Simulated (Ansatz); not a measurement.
Moving the dispersion correction in MgSi

The cell as given:

```cif
data_structure
_symmetry_space_group_name_H-M 'P4/mmm'
_symmetry_Int_Tables_number 123
_cell_length_a 2.9084
_cell_length_b 2.9084
_cell_length_c 4.1034
_cell_angle_alpha 90.000
_cell_angle_beta 90.000
_cell_angle_gamma 90.000
_cell_volume 34.71
loop_
_atom_site_label
_atom_site_type_symbol
_atom_site_symmetry_multiplicity
_atom_site_Wyckoff_symbol
_atom_site_fract_x
_atom_site_fract_y
_atom_site_fract_z
_atom_site_occupancy
Si1 Si 1 d 0.50000 0.50000 0.50000 1
Mg1 Mg 1 a 0.00000 0.00000 0.00000 1
```

The cell comes from a database or a generator and needn't be the stable form of this composition.

Kept alike: task relaxation of cell and atoms; functional BLYP; k mesh 9 × 9 × 7; occupations fermi-dirac, width 0.05 eV; no spin polarisation. Program: Ansatz, Ansatz PAW, cutoff 420 eV. The mesh is that of the run's cell of 2 atoms. No spin-orbit coupling.

```csv
dispersion correction,volume (Å³/atom),first edge of the run's cell (Å),third edge of the run's cell (Å)
D3(BJ),16.305,2.923,3.818
D4,17.342,2.993,3.873
none,18.543,3.068,3.940
```

The relaxations keep at least the cell's symmetry (P4/mmm). For a metal such a mesh leaves the last digits unconverged. Relaxations stop with a little pressure left, so the last digits of a volume or edge aren't settled. All rows use potentials made for PBE.

Problem. What does the dispersion correction change here?

Solution. The volume runs from 16.305 (D3(BJ)) to 18.543 Å³/atom (none). Against no correction: D3(BJ) -12.1 %; D4 -6.5 %. Dispersion terms mostly attract and so lower the volume; the schemes' coefficients and damping set how far. The first edge of the run's cell runs from 2.923 (D3(BJ)) to 3.068 Å (none). The third edge of the run's cell runs from 3.818 (D3(BJ)) to 3.940 Å (none).

Both corrections contract the lattice, D3(BJ) about twice as strongly as D4, and in both cases the first edge shortens proportionally more than the third. The attraction therefore changes the cell's shape as well as its size, drawing the like-atom contacts within the Mg and Si layers together most.

A shift of -12.1 % in so dense a solid doesn't make MgSi a van der Waals compound. Cohesion here should come mainly from delocalised s and p electrons, with some charge transfer from Mg to the more electronegative Si. BLYP tends to underbind such solids, since its correlation part misses the uniform electron gas limit, and an added pairwise attraction offsets part of that error. D4's smaller effect may reflect its charge-dependent coefficients, which reduce the polarisability assigned to electron-poor Mg, though damping could contribute as well.

The spread measures sensitivity to the correction, not accuracy: without a measured volume for this phase, the numbers can't show which scheme describes it best.
